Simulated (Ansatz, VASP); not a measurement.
# CuO: programs and potentials compared

The starting cell:

```
Cu O
1.0
     2.83633    0.00000    0.00000
    -1.41816    2.45633    0.00000
     0.00000    0.00000    2.76811
Cu O
1 1
Direct
  0.00000 0.00000 0.00000
  0.66667 0.33333 0.50000
```

Measurements of this composition are mostly on another form, of space group No. 15.

Alike in all runs: task relaxation of cell and atoms; functional PBE; k mesh 11 × 11 × 10; occupations fermi-dirac, width 0.05 eV; no spin polarisation; no spin-orbit coupling.

```
                       program and potentials  plane-wave cutoff (eV)                                      notes  equilibrium volume (Å³/atom)
                           Ansatz, Ansatz PAW                     420  12.5 valence electrons an atom on average                          9.69
          VASP, PBE PAW files Cu, O_s, 480 eV                     480   8.5 valence electrons an atom on average                          9.69
VASP, PBE PAW files Cu, O, release 54, 600 eV                     600   8.5 valence electrons an atom on average                          9.70
VASP, PBE PAW files Cu, O, release 54, 580 eV                     580   8.5 valence electrons an atom on average                          9.70
```

The equilibrium volume spans 9.69 (VASP, PBE PAW files Cu, O_s, 480 eV) to 9.70 Å³/atom (VASP, PBE PAW files Cu, O, release 54, 580 eV). Relaxations stop with a little pressure left, so the last digit of a volume isn't settled.

Differences between rows come from potentials, basis sets and numerical settings, since the functional is the same but for its coding. Runs on potential files found faulty are left out.

The equilibrium volume is effectively the same in all four runs, and the difference between 9.69 and 9.70 Å³/atom carries no chemical meaning. The electron counts show that the Ansatz potentials treat the Cu 3s and 3p shells as valence, while the VASP files keep them in the core. That the volume hardly responds suggests these shells are compact and deep enough to act as a nearly inert core at this Cu–O spacing, with bonding governed by Cu 3d and 4s and O 2p states. The softer oxygen potential also leaves no resolvable mark, though small opposing effects could cancel.

The agreement supports the numerical reproducibility of the PBE volume for this cell, not its physical accuracy. The starting structure places Cu in a trigonal prism of oxygen, whereas tenorite has the nearly square-planar coordination favoured by d⁹ Cu(II), as well as antiferromagnetically coupled local moments. The volume therefore shouldn't be read as a prediction for tenorite, and its consistency across programs says nothing about whether this polymorph is stable.
